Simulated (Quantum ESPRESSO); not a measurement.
# HfC: phonon spectrum and thermodynamics under several settings

```xyz
2
Lattice="0.0000 2.3250 2.3250 2.3250 0.0000 2.3250 2.3250 2.3250 0.0000" Properties=species:S:1:pos:R:3 pbc="T T T"
Hf    2.3250    2.3250    2.3250
C     0.0000    0.0000    0.0000
```

All runs used Quantum ESPRESSO 7.5; k mesh 10 × 10 × 10; relaxed cell; no spin polarisation; cutoff 612 eV; occupations cold, width 0.2 eV; q mesh 2 × 2 × 2.

| level | potentials | volume (Å³/atom) | pressure (GPa) | highest frequency (cm⁻¹) | zero-point energy (meV/atom) | entropy at room temperature (k_B/atom) |
| --- | --- | --- | --- | --- | --- | --- |
| LDA | GBRV 1.5 LDA | 11.99 | -0.1 | 713 | 68.6 | 2.30 |
| PBE | GBRV 1.5 PBE | 12.59 | 0.0 | 687 | 64.9 | 2.44 |
| PBEsol | GBRV 1.5 PBEsol | ? | -0.1 | ? | ? | ? |

**Question.** What stands in the row left open?

**Answer.** Volume 12.25 Å³/atom; highest frequency 701 cm⁻¹; zero-point energy 67.2 meV/atom; entropy at room temperature 2.35 k_B/atom.

For the row left open. Caveat: the q mesh is small, so phonon branches between its points and thermal values are rough.
